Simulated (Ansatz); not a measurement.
# Compressing Al$_{2}$Ru: a fit and a missing row

Al$_{2}$Ru, I4/mmm, a = 3.121 Å, c = 8.423 Å. The structure is a Materials Project entry; whether it is the stable form wasn't checked. Ansatz: PBEsol, PAW, 420 eV, Γ-centred 18×18×18 mesh on 3 atoms, Gaussian smearing 0.10 eV; no spin polarisation. Shape and atoms are relaxed at each volume; pressure is positive in compression.

| V (Å³/atom) | P (GPa) |
| --- | --- |
| 12.857 | 12.64 |
| 13.267 | ? |
| 13.678 | 0.00 |
| 14.088 | -4.94 |
| 14.498 | -9.12 |

Problem. Take V0 = 13.678 Å³/atom, fit the third-order Birch–Murnaghan form to the other rows, and predict the missing pressure.

Solution. With the Eulerian strain f = ½[(V0/V)^(2/3) − 1] and y = P/[3f(1 + 2f)^(5/2)], the form is the line y = B0 + 1.5 B0 (B0′ − 4) f. Rows (f, y): 0.02107, 180.4; -0.00975, 177.4; -0.01904, 175.9. Means f = -0.002573, y = 177.90; Σ(Δf)² = 0.0008817, ΣΔfΔy = 0.09563; the slope is their ratio. y = 178.2 + 108.5 f GPa, so B0 = 178.2 GPa and B0′ = 4 + 2 × (108.5)/(3 × 178.2) = 4.41. At V = 13.267, f = 0.01027, y = 179.31 and P = 5.81 GPa. The run gave 5.80 GPa, so the fit is 0.01 GPa too high, within twice the rms miss on the fitted rows (0.009 GPa).